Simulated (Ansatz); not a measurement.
# CdS (Hawleyite) under changes of volume

One of the cells (24.808 Å³/atom); the others are scaled copies at fixed shape and fractional positions:

```
Cd S
1.0
     0.00000    2.91650    2.91650
     2.91650    0.00000    2.91650
     2.91650    2.91650    0.00000
Cd S
1 1
Cartesian
  0.0000 0.0000 0.0000
  4.3748 4.3748 4.3748
```

```yaml
Program: Ansatz 0.2.0
Functional: r2SCAN0
Potentials_or_basis: Ansatz PAW
Cutoff: "500 eV (not typed: the program's choice for these potentials)"
k_mesh: 4 × 4 × 4
Occupations: fermi-dirac, width 0.05 eV
Spin: no spin polarisation
```

```csv
volume (Å³/atom),energy over the lowest point (meV/atom),pressure (GPa),gap on the mesh (eV)
23.319,31.99,5.9,3.27
23.815,16.65,4.1,3.22
24.312,6.53,2.5,3.17
24.808,1.22,1.0,3.11
25.304,0.00,-0.3,3.06
25.800,2.68,-1.4,3.01
26.296,?,?,?
```

**Question.** What does the run at 26.296 Å³/atom give?

**Answer.** Energy over the lowest point 8.71 meV/atom; pressure -2.5 GPa; gap on the mesh 2.96 eV.

Worked out: A Birch-Murnaghan fit of order 3 (a polynomial in V^(-2/3)) to the other rows has its minimum at 25.20 Å³/atom with B0 = V·E''(V) = 64 GPa and B' = 4.5. It gives 8.71 meV/atom at 26.296 Å³/atom, against the run's 8.71, and -dE/dV = -2.5 GPa, against -2.5. A straight line through the other rows of the gap, of slope -2.6 eV per unit of ln V (its deformation potential), extrapolates to 2.96 eV, against the run's 2.96.

Energies are extrapolated to zero smearing.

Caveats: all runs use coarse meshes; the PAW data sets come from PBE, with cores solved anew for the run's functional, which leaves a small shift of forces and pressure; the thresholds are loose for stress.

Spin-orbit coupling on Cd is left out.
